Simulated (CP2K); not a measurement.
## CsPbCl3 under changes of volume

One of the cells (35.217 Å³/atom); the others are scaled copies at fixed shape and fractional positions:

```
Pb Cs Cl
1.0
     5.60500    0.00000    0.00000
     0.00000    5.60500    0.00000
     0.00000    0.00000    5.60500
Pb Cs Cl
1 1 3
Cartesian
  2.8025 2.8025 2.8025
  0.0000 0.0000 0.0000
  2.8025 0.0000 2.8025
  0.0000 2.8025 2.8025
  2.8025 2.8025 0.0000
```

```yaml
Program: CP2K 2026.2
Functional: LDA
Potentials_or_basis: GTH_POTENTIALS Pb GTH-PADE-q4, Cs GTH-PADE-q9, Cl GTH-PADE-q7; TZVP-MOLOPT-PBE-GTH basis
Density_cutoff: 6123 eV
k_mesh: 5 × 5 × 5
Occupations: fermi-dirac, width 0.0259 eV
Spin: no spin polarisation
```

```tsv
volume (Å³/atom)	energy over the lowest point (meV/atom)	pressure (GPa)	gap on the mesh (eV)
33.104	0.00	0.1	2.63
33.809	0.84	-0.5	2.67
34.513	4.13	-1.0	2.71
35.217	9.60	-1.5	2.75
35.922	17.00	-1.9	2.79
36.626	26.11	-2.3	2.82
37.330	?	?	?
```

Question: What does the run at 37.330 Å³/atom give?

Answer: Energy over the lowest point 36.73 meV/atom; pressure -2.6 GPa; gap on the mesh 2.85 eV.

Worked out: A Birch-Murnaghan fit of order 3 (a polynomial in V^(-2/3)) to the other rows has its minimum at 33.23 Å³/atom with B0 = V·E''(V) = 29 GPa and B' = 4.7. It gives 36.73 meV/atom at 37.330 Å³/atom, against the run's 36.73, and -dE/dV = -2.6 GPa, against -2.6. A straight line through the other rows of the gap, of slope 1.91 eV per unit of ln V (its deformation potential), extrapolates to 2.86 eV, against the run's 2.85.

Energies are extrapolated to zero smearing.

Caveats: spin-orbit coupling is left out, which as a rule narrows the gap of such compounds by several tenths of an eV; an odd mesh through Γ misses points on the zone boundary, where band edges often lie; the basis of atomic orbitals isn't converged, which shifts pressures, moduli and gaps.
